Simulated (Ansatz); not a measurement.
This script for Ansatz 0.2.0 through its Python package starts 5 runs on W, space group Fm-3m. What input does the engine get in each?

`w.py`:
```python
'''Convergence of W with the plane-wave cutoff.'''

import logging
import sys
import warnings

import ansatz as az
from ase import Atoms
from tabulate import tabulate

logging.basicConfig(stream=sys.stdout, format='%(levelname)s %(message)s')
log = logging.getLogger('ansatz_job')
log.setLevel(logging.INFO)

warnings.simplefilter('ignore', az.DeckWarning)

atoms = Atoms(
    ['W'],
    scaled_positions=[
        [0.0, 0.0, 0.0],
    ],
    cell=[
        [0.0, 2.03, 2.03],
        [2.03, 0.0, 2.03],
        [2.03, 2.03, 0.0],
    ],
    pbc=True,
)
xtal = az.Crystal.from_ase(atoms)

base = (
    xtal.calculation()
    .functional('rpbe')
    .kpoints(10)
    .occupations('Marzari-Vanderbilt')
    .mixing('anderson', preconditioner='none')
    .scf(tolerance=1e-07)
    .forces()
    .stress()
)

rows = []
for value in [300, 375, 450, 525, 600]:
    r = base.basis(value).run().report
    rows.append((value, r['free_energy_ev'] / len(r['lattice']['sites']), r['n_iterations'], sum(r['stress_gpa'][i][i] for i in range(3)) / 3, max(abs(f) for row in r['forces_ev_ang'] for f in row), r['n_pw']))

print(tabulate(rows, headers=['cutoff (eV)', 'F/atom (eV)', 'iterations', 'P (GPa)', 'max component (eV/A)', 'plane waves'], floatfmt='.4f', tablefmt='github'))

# the last row is the reference
for row in rows[:-1]:
    shift = 1000 * (row[1] - rows[-1][1])
    log.info(f'{row[0]}: {shift:+.2f} meV/atom' + ('  (within 2 meV)' if abs(shift) < 2 else ''))
```

Run 1:
```yaml
crystal:
  lattice:
    - [0.0, 2.03, 2.03]
    - [2.03, 0.0, 2.03]
    - [2.03, 2.03, 0.0]
  atoms:
    - { symbol: W, position: [0.0, 0.0, 0.0] }
basis:
  ecutwfc: 300.0
kpoints:
  mp_grid:
    grid: [10, 10, 10]
hamiltonian:
  xc: rpbe
scf:
  convergence:
    dr2_threshold: 1.0e-07
  mixing:
    algorithm: anderson
    preconditioner: none
  occupations:
    method: cold
output:
  forces: true
  stress: true
```

Run 2, against run 1:
```diff
-  ecutwfc: 300.0
+  ecutwfc: 375.0
```

Run 3, against run 1:
```diff
-  ecutwfc: 300.0
+  ecutwfc: 450.0
```

Run 4, against run 1:
```diff
-  ecutwfc: 300.0
+  ecutwfc: 525.0
```

Run 5, against run 1:
```diff
-  ecutwfc: 300.0
+  ecutwfc: 600.0
```

```console
$ python w.py
|   cutoff (eV) |   F/atom (eV) |   iterations |   P (GPa) |   max component (eV/A) |   plane waves |
|---------------|---------------|--------------|-----------|------------------------|---------------|
|           300 |   -10397.0299 |            5 |   -0.9121 |                 0.0000 |           181 |
|           375 |   -10397.0672 |            5 |   -0.8196 |                 0.0000 |           283 |
|           450 |   -10397.0692 |            4 |   -0.8413 |                 0.0000 |           339 |
|           525 |   -10397.0698 |            4 |   -0.8407 |                 0.0000 |           459 |
|           600 |   -10397.0699 |            4 |   -0.8422 |                 0.0000 |           537 |
INFO 300: +40.06 meV/atom
INFO 375: +2.76 meV/atom
INFO 450: +0.71 meV/atom  (within 2 meV)
INFO 525: +0.12 meV/atom  (within 2 meV)
```

From 450 eV on it stays within 2 meV an atom of the value at 600 eV; the first row (300 eV) is off by 40.1 meV and the last but one by 0.12 meV. The energy falls steadily, as expected when plane waves are added. The pressure moves from -0.91 to -0.84 GPa (the program's stress holds a Pulay correction, so it settles early).

The mesh is modest for a metal, so energies can be off by several to tens of meV an atom and pressures by half a GPa or more; differences at equal mesh fare better. The program warned that this SCF threshold is loose for forces or stresses. Forces vanish by symmetry here and test nothing. Pressure is positive in compression. Spin-orbit coupling, which matters for elements this heavy, is left out. This isn't the structure that W takes at ambient conditions. Shifts are counted from the last row, which is itself no proven limit. The script silences the warnings on its input, which a real study should read. Hardware and time: 3.3 s on 1 thread of Arm Neoverse V2 (shared host), peak memory 0.34 GiB.
